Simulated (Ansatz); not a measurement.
The system is Te.

```
Te
1.0
     2.30590    1.33131    1.69095
    -2.30590    1.33131    1.69095
     0.00000   -2.66263    1.69095
Te
1
Direct
  0.50000 0.50000 0.50000
```

This isn't the form of Te at room conditions, which is trigonal, of chains.

Base run:

| Quantity | Value |
| --- | --- |
| Program | Ansatz 0.2.0 |
| Functional | PBEsol |
| Potentials or basis | all-electron LAPW, scalar-relativistic |
| Cutoff | 179 eV |
| Density cutoff | 717 eV |
| Basis error allowed | 0.001 eV/atom |
| k mesh | 9 × 9 × 9 |
| Occupations | gaussian, width 0.1 eV |
| Spin | no spin polarisation |

Its results: pressure -0.1 GPa.

**Question.** After a change of settings the same cell gave: pressure -1.1 GPa. Which change was it?
A. occupations from gaussian, width 0.1 eV to fermi-dirac, width 0.05 eV
B. functional from PBEsol to LDA; occupations from gaussian, width 0.1 eV to fermi-dirac, width 0.05 eV
C. potentials or basis from all-electron LAPW, scalar-relativistic to all-electron PAW datasets made for the crystal; occupations from gaussian, width 0.1 eV to fermi-dirac, width 0.05 eV
D. potentials or basis from all-electron LAPW, scalar-relativistic to all-electron LAPW, inner shells corrected to Dirac's equation; occupations from gaussian, width 0.1 eV to fermi-dirac, width 0.05 eV

**Answer.** B.

Not every run made on this cell is shown here.
